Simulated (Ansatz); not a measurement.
Runs of Ansatz 0.2.0 on CuO. The structure is orthorhombic, space group Cccm (No. 66). Conventional cell: a = 3.982 Å, b = 4.307 Å, c = 5.156 Å, α = 90.00°, β = 90.00°, γ = 90.00°. Around Cu (site symmetry 2/m) lie 4 O at 1.95 Å. O (site symmetry 222) is surrounded by 4 Cu at 1.95 Å. Measurements of this composition are mostly on another form, of space group No. 15.

```tsv
level	cutoff (eV)	gap on the mesh (eV)	pressure (GPa)	relaxed volume (Å³/atom)
BLYP	420	none	0.0	11.65
LDA	420	none	0.0	(b)
r2SCAN	500	none	0.0	10.73
RPBE	420	none	0.0	(a)
PBE	420	none	0.0	11.20
PBEsol	420	none	0.0	10.67
revPBE	420	none	0.0	11.49
```

Alike in all rows: task relaxation of cell and atoms; potentials or basis Ansatz PAW; no spin polarisation; cell relaxed; k mesh 9 × 9 × 5; smearing fermi-dirac 0.05 eV.

Question: Estimate the missing entries.

Answer: (a) 11.61; (b) 10.27.

Caveats: the plane-wave basis is chosen anew once the cell has moved, so the energies of steps on either side of that aren't comparable; the run has no spin polarisation, though such a crystal can be magnetic; semilocal functionals often make such compounds metallic where correlation or magnetic order opens a gap, which also shifts bond lengths; the PAW data sets come from PBE, with cores solved anew for the run's functional, which leaves a small shift of forces and pressure (some runs).

A gap of «none» marks a metal or a gap under the smearing width.
